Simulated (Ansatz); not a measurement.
Runs of Ansatz 0.2.0 on Sr. It takes space group I4_1/amd (No. 141, tetragonal). Conventional cell: a = 7.413 Å, b = 7.413 Å, c = 4.042 Å, α = 90.00°, β = 90.00°, γ = 90.00°. Sr (site symmetry -4m2) is surrounded by 6 Sr at 3.84 to 4.04 Å. This isn't the form of Sr at room conditions, which is fcc.

| task | level | cell | points for each segment of the path | gap on the mesh (eV) | pressure (GPa) | relaxed volume (Å³/atom) |
| --- | --- | --- | --- | --- | --- | --- |
| band structure | LDA | as given | 14 | none | (a) | - |
| relaxation of cell and atoms | PBE+D4 | relaxed | - | none | 0.0 | 52.94 |
| relaxation of cell and atoms | PBE+D3(BJ) | relaxed | - | none | 0.0 | 51.81 |
| relaxation of cell and atoms | PBE | relaxed | - | none | 0.0 | 55.60 |

Alike in all rows: potentials or basis Ansatz PAW; no spin polarisation; k mesh 8 × 8 × 8; cutoff (eV) 420; smearing fermi-dirac 0.05 eV.

Estimate the missing entries.

(a) -1.2.

Caveats: the plane-wave basis is chosen anew once the cell has moved, so the energies of steps on either side of that aren't comparable (some runs); pairwise dispersion overbinds metals, which lowers pressure and volume (some runs); the PAW data sets come from PBE, with cores solved anew for the run's functional, which leaves a small shift of forces and pressure (some runs).

A k mesh can miss the band edges, and the runs leave out spin-orbit coupling on Sr.

A gap of «none» marks a metal or a gap under the smearing width.
